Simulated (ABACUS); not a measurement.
Crystal: KBr.

```xyz
2
Lattice="0.0000 3.3000 3.3000 3.3000 0.0000 3.3000 3.3000 3.3000 0.0000" Properties=species:S:1:pos:R:3 pbc="T T T"
Br    3.3000    3.3000    3.3000
K     0.0000    0.0000    0.0000
```

Base run:

- Program: ABACUS 3.10.1
- Functional: PBE
- Potentials or basis: PseudoDojo NC FR 0.4 PBE standard
- Cutoff: 1361 eV
- Density cutoff: 5442 eV
- Basis: DZP LCAO (the cutoffs set its grid)
- k mesh: 4 × 4 × 4
- Occupations: fermi-dirac, width 0.05 eV
- Spin: no spin polarisation

Its results: band gap on the k mesh 4.61 eV, direct; pressure 0.6 GPa.

**Question.** The run is repeated on the same cell with these changes: spin from no spin polarisation to spin-orbit coupling, no magnetisation; symmetry key from 1 to 0. What comes out?

**Answer.** Band gap on the k mesh 4.44 eV, direct; pressure 0.6 GPa.

Caveats: the atomic orbitals were generated for these runs and aren't a published set; the basis of atomic orbitals isn't converged, which shifts pressures, moduli and gaps.

